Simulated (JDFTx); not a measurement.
The system is KCl.

```xyz
2
Lattice="3.8392 0.0000 0.0000 0.0000 3.8392 0.0000 0.0000 0.0000 3.8392" Properties=species:S:1:pos:R:3 pbc="T T T"
K     0.0000    0.0000    0.0000
Cl    1.9196    1.9196    1.9196
```

Measurements of this composition are mostly on another form, of space group No. 225.

- Program: JDFTx 1.7.0 (patched build)
- Task: single point
- Functional: PBE
- Potentials or basis: PseudoDojo-SR-PBE-0.5-standard
- Cutoff: 1007 eV
- Density cutoff: 8055 eV
- k mesh: 7 × 7 × 7
- Occupations: fermi-dirac, width 0.05 eV
- Spin: no spin polarisation

On this cell: pressure -0.1 GPa; largest force zero by symmetry; band gap on the k mesh 4.82 eV, indirect (least direct gap 5.00 eV).

The same run follows on a disturbed copy (atoms moved at random, drawn with an rms of 0.05 Å):

```
CELL_PARAMETERS angstrom
3.83920 0.00000 0.00000
0.00000 3.83920 0.00000
0.00000 0.00000 3.83920
ATOMIC_POSITIONS crystal
K 0.98999 0.00563 0.00820
Cl 0.49173 0.49777 0.50063
```

Problem. What does the disturbed cell give?

Solution. The energy moves by +0.3 meV/atom; pressure -0.1 GPa; largest force 0.027 eV/Å; band gap on the k mesh 4.82 eV, indirect (least direct gap 5.00 eV).

Forces in eV/Å, atoms in the order of the input:
```
K    0.004 -0.019 -0.018
Cl  -0.004  0.019  0.018
```

Caveats: the empty levels aren't tightly converged; an odd mesh through Γ misses points on the zone boundary, where band edges often lie.
